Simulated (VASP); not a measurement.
Input of a VASP 6.6.1 run:

INCAR

```
ALGO = Normal ; EDIFF = 1E-6
ENCUT = 520 ; GGA = PE
ISIF = 2 ; ISMEAR = 1
LASPH = True ; LCHARG = False
LREAL = False ; LWAVE = False
NBANDS = 18 ; NELM = 80
PREC = Accurate ; SIGMA = 0.05
```

File KPOINTS:

```
k-points
0
Gamma
  10 10 6
```

POSCAR

```
Cu
1.0
    2.5999466114      0.0000000000      0.0000000000
   -1.2999733005      2.2516198120      0.0000000000
    0.0000000000      0.0000000000      4.2194384934
Cu
2
Direct
    0.3333333333      0.6666666667      0.2500000000
    0.6666666667      0.3333333333      0.7500000000
```

Potentials or basis: VASP PAW PBE potentials, release 64 (Cu).

The run is started by

```sh
$ cat potpaw_PBE.64/Cu/POTCAR > POTCAR
$ mpirun -np 1 vasp_std > vasp.out
```

(1) What does it give for the pressure?

(2) Predict the band gap on the k mesh.

## Answers

(1) -3.3 GPa.

(2) none (metal or under the smearing width).
